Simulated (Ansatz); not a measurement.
Molecular dynamics on a 2×2×2 supercell (16 atoms) of AgI (F-43m), relaxed with r2SCAN. Forces come from PBE in the PAW code Ansatz: Langevin thermostat and barostat (NPT), 200 K, steps of 2 fs. Computed, non-magnetic; the trajectory is short and the cell small, so nothing here is a converged average.

```yaml
crystal:
  lattice:
    - [0.0, 6.5772656182, 6.5772656182]
    - [6.5772656182, 0.0, 6.5772656182]
    - [6.5772656182, 6.5772656182, 0.0]
  atoms:
    - { symbol: Ag, position: [0.0, 0.0, 0.0] }
    - { symbol: I, position: [0.125, 0.125, 0.125] }
    - { symbol: Ag, position: [0.0, 0.0, 0.5] }
    - { symbol: I, position: [0.125, 0.125, 0.625] }
    - { symbol: Ag, position: [0.0, 0.5, 0.0] }
    - { symbol: I, position: [0.125, 0.625, 0.125] }
    - { symbol: Ag, position: [0.0, 0.5, 0.5] }
    - { symbol: I, position: [0.125, 0.625, 0.625] }
    - { symbol: Ag, position: [0.5, 0.0, 0.0] }
    - { symbol: I, position: [0.625, 0.125, 0.125] }
    - { symbol: Ag, position: [0.5, 0.0, 0.5] }
    - { symbol: I, position: [0.625, 0.125, 0.625] }
    - { symbol: Ag, position: [0.5, 0.5, 0.0] }
    - { symbol: I, position: [0.625, 0.625, 0.125] }
    - { symbol: Ag, position: [0.5, 0.5, 0.5] }
    - { symbol: I, position: [0.625, 0.625, 0.625] }
kpoints:
  mp_grid: { grid: [2, 2, 2] }
hamiltonian:
  xc: pbe
scf:
  occupations: { method: fermi_dirac, width: 0.02 }
md:
  ensemble: npt_langevin
  temperature: 200
  timestep: 2.0
  n_steps: 40
  initial_velocities: maxwell_boltzmann
  seed: 8761
```

Run as `ansatz run input.yaml --threads 4 --pin off --max-ram 3686MiB --backend cpu --events-out ev --progress --plain --runs-dir out`. It ended after 7.6 min on 4 threads of Arm Neoverse N1, on a shared host; peak host memory 2.7 GiB.

```
step  t (fs)  T (K)  free energy F from step 0 (meV/atom)  kinetic energy (meV/atom)  pressure (GPa)  volume (Å³/atom)  largest force (eV/Å)
   0       0    188                                   0.0                       24.2            0.84             35.57                  0.00
   1       2    173                                   0.0                       22.3            0.83             35.57                  0.03
   2       4    172                                   0.0                       22.2            0.81             35.59                  0.06
   3       6    185                                  -0.1                       23.9            0.79             35.63                  0.08
   4       8    176                                  -0.2                       22.8            0.74             35.68                  0.11
   5      10    197                                  -0.2                       25.5            0.71             35.74                  0.14
   6      12    198                                  -0.2                       25.6            0.67             35.79                  0.17
   7      14    190                                  -0.1                       24.6            0.63             35.85                  0.20
   8      16    176                                   0.0                       22.7            0.59             35.90                  0.22
   9      18    187                                   0.1                       24.2            0.55             35.96                  0.24
  10      20    173                                   0.3                       22.4            0.51             36.01                  0.26
  11      22    163                                   0.5                       21.1            0.47             36.07                  0.28
  12      24    171                                   0.7                       22.1            0.42             36.14                  0.30
  13      26    167                                   1.0                       21.5            0.37             36.21                  0.32
  14      28    152                                   1.2                       19.7            0.32             36.29                  0.34
  15      30    156                                   1.5                       20.2            0.27             36.37                  0.36
  16      32    148                                   1.8                       19.2            0.21             36.46                  0.38
  17      34    148                                   2.2                       19.2            0.15             36.55                  0.40
  18      36    140                                   2.5                       18.0            0.08             36.65                  0.41
  19      38    145                                   2.9                       18.8            0.03             36.74                  0.42
  20      40    145                                   3.3                       18.8           -0.04             36.84                  0.43
  21      42    141                                   3.7                       18.3           -0.10             36.94                  0.44
  22      44    153                                   4.2                       19.8           -0.14             37.02                  0.46
```

The temperature starts at 188 K, is lowest at step 18 (140 K, 36 fs) and ends at 153 K. The thermostat hasn't had time to restore it. The job's limit cut the run after 22 of 40 steps.

Positions (Å) and forces (eV/Å) at step 22:
```
cell (Å): 0.000 6.666 6.666; 6.666 0.000 6.666; 6.666 6.666 0.000
Ag  -0.003   0.068  -0.031    -0.001  -0.120   0.071
I    1.673   1.679   1.660     0.058  -0.031  -0.076
Ag   3.327   3.335  -0.036    -0.041   0.101   0.000
I    5.010   4.972   1.677     0.010   0.044  -0.093
Ag   3.388  -0.024   3.241    -0.015   0.042   0.035
I    4.968   1.661   5.015     0.049  -0.007  -0.131
Ag   6.685   3.378   3.390    -0.059  -0.138  -0.092
I    8.336   5.052   4.907     0.073   0.036   0.265
Ag   0.018   3.236   3.345    -0.028   0.111   0.042
I    1.658   5.003   4.996    -0.060  -0.080   0.097
Ag   3.318   6.630   3.328     0.137  -0.070   0.060
I    4.968   8.342   4.997     0.098  -0.118   0.039
Ag   3.369   3.355   6.608    -0.104   0.014   0.155
I    5.085   5.018   8.307    -0.225  -0.289   0.099
Ag   6.681   6.678   6.778     0.065   0.081  -0.316
I    8.335   8.240   8.409     0.042   0.426  -0.154
```
